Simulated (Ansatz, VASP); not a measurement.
# Two plane-wave programs on MgO

INCAR

```
PREC     = Accurate       # precision mode
ENCUT    = 520            # plane-wave cutoff, eV
EDIFF    = 1E-6           # SCF threshold, eV
ISMEAR   = 0              # smearing method
SIGMA    = 0.05           # smearing width, eV
LREAL    = F              # projectors in reciprocal space
LASPH    = T              # aspherical terms in the spheres
NELM     = 80             # most SCF steps
ALGO     = Normal         # electronic algorithm
ISIF     = 2              # what is computed and relaxed
LWAVE    = F              # write WAVECAR
LCHARG   = F              # write CHGCAR
GGA      = PS             # functional
NBANDS   = 16             # bands
```

Contents of KPOINTS:

```
Automatic mesh
0
Gamma
  9 9 6
```

POSCAR

```
MgO
1.0
    3.3034678116      0.0000000000      0.0000000000
   -1.6517339058      2.8608870454      0.0000000000
    0.0000000000      0.0000000000      5.0193879762
Mg O
2 2
Direct
    0.3333333333      0.6666666667      0.0508752499
    0.6666666667      0.3333333333      0.5508752499
    0.3333333333      0.6666666667      0.4009416620
    0.6666666667      0.3333333333      0.9009416620
```

Input for Ansatz:

```yaml
crystal:
  lattice:
    - [3.3034678116, 0.0, 0.0]
    - [-1.6517339058, 2.8608870454, 0.0]
    - [0.0, 0.0, 5.0193879762]
  atoms:
    - { symbol: Mg, position: [0.3333333333, 0.6666666667, 0.0508752499] }
    - { symbol: Mg, position: [0.6666666667, 0.3333333333, 0.5508752499] }
    - { symbol: O, position: [0.3333333333, 0.6666666667, 0.400941662] }
    - { symbol: O, position: [0.6666666667, 0.3333333333, 0.900941662] }
basis:
  ecutwfc: 520.0
kpoints:
  mp_grid: { grid: [9, 9, 6] }
hamiltonian:
  xc: pbesol
  pseudopotentials: { kind: paw, azcp: { folder: soft_1 } }
scf:
  occupations: { method: gaussian, width: 0.05 }
output:
  forces: true
  stress: true
  eigenvalues: true
```

Alike in both runs: task single point; functional PBEsol; k mesh 9 × 9 × 6; occupations gaussian, width 0.05 eV; no spin polarisation.

```csv
,VASP,Ansatz
version,VASP 6.6.1,Ansatz 0.2.0
potentials or method,"VASP PAW PBE potentials, release 64 (Mg, O)","scalar-relativistic, plane waves, PAW"
plane-wave cutoff (eV),520,520
valence electrons in the cell,16,32
```

VASP gave:

* gap on the k mesh at the Fermi level (eV): 3.63
* least direct gap on the mesh (eV): 3.63
* pressure (GPa): 6.7
* largest component of the traceless stress (GPa): 26.22
* rms of the force components (eV/Å): 1.961

Task: Estimate Ansatz's values.

Result: gap on the k mesh at the Fermi level (eV): 3.63; least direct gap on the mesh (eV): 3.63; pressure (GPa): 6.7; largest component of the traceless stress (GPa): 25.46; rms of the force components (eV/Å): 1.908.

Atom by atom the forces differ by 0.053 eV/Å (rms over components). With one functional, cell and mesh, what is left measures potentials, basis and numerics. The two sets of potentials don't hold the same shells in valence. Ansatz warned: «pseudo_functional_mismatch».

Caveats: the PAW data sets were made with another functional, which shifts forces and pressure a little (VASP); an odd mesh through Γ misses points on the zone boundary, where band edges often lie.
